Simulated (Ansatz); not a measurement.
Input and command of a calculation in Ansatz (plane waves; scalar-relativistic PAW potentials unless the input names others):

```yaml
crystal:
  lattice:
    - [-2.1294220588, -1.2294315772, 0.0088643343]
    - [1.3950280734, 0.0, -3.6324024213]
    - [4.8708391054, -8.8109263031, 3.0018864038]
  atoms:
    - { symbol: C, position: [0.8222021784, 0.1555174266, 0.0666694635] }
    - { symbol: C, position: [0.388868845, 0.3221840932, 0.2666694635] }
    - { symbol: C, position: [-0.0444644883, 0.4888507599, 0.4666694635] }
    - { symbol: C, position: [0.5222021783, 0.6555174266, 0.6666694635] }
    - { symbol: C, position: [0.088868845, 0.8221840932, 0.8666694635] }
    - { symbol: C, position: [0.611131155, -0.1221840932, 0.9333305365] }
    - { symbol: C, position: [0.3444644883, 0.2111492401, 0.1333305365] }
    - { symbol: C, position: [0.911131155, 0.3778159068, 0.3333305365] }
    - { symbol: C, position: [0.4777978216, 0.5444825735, 0.5333305365] }
    - { symbol: C, position: [0.0444644883, 0.7111492401, 0.7333305365] }
basis:
  ecutwfc: 420
kpoints:
  mp_grid: { grid: [11, 7, 3] }
hamiltonian:
  xc: scan0x
scf:
  occupations: { method: gaussian, width: 0.05 }
  max_iter: 75
output:
  forces: true
  eigenvalues: true
  stress: true
```

```bash
ansatz run input.yaml --threads 2 --pin off --max-ram 5120MiB --backend cpu --events-out ev --progress --plain --runs-dir out
```

Problem. What is wrong with this input?

Solution. The program refuses it, because of an unknown functional (hamiltonian.xc: "pbesol" → "scan0x"). With the sound run's settings it is accepted.

Abridged log:
```
Error: YAML parse error: error: line 22 column 7: hamiltonian.xc: unknown variant `scan0x`, expected one of `lda`, `lda-pw`, `pw92`, `pbe`, `pbesol`, `rpbe`, `revpbe`, `blyp`, `pbe0`, `revpbe0`, `b3lyp`, `b3lyp5`, `hse06`, `wpbeh`, `hiss`, `lc_wpbe`, `cam_b3lyp`, `hf`, `r2scan`, `r2scanh`, `r2scan0`, `r2scan50`, `mr2scan`
  --> <input>:22:7
   |
20 |   mp_grid: { grid: [11, 7, 3] }
21 | hamiltonian:
22 |   xc: scan0x
   |       ^ hamiltonian.xc: unknown variant `scan0x`, expected one of `lda`, `lda-pw`, `pw92`, `pbe`, `pbesol`, `rpbe`, `revpbe`, `blyp`, `pbe0`, `revpbe0`, `b3lyp`, `b3lyp5`, `hse06`, `wpbeh`, `hiss`, `lc_wpbe`, `cam_b3lyp`, `hf`, `r2scan`, `r2scanh`, `r2scan0`, `r2scan50`, `mr2scan`
23 | scf:
24 |   occupations: { method: gaussian, width: 0.05 }
   |
```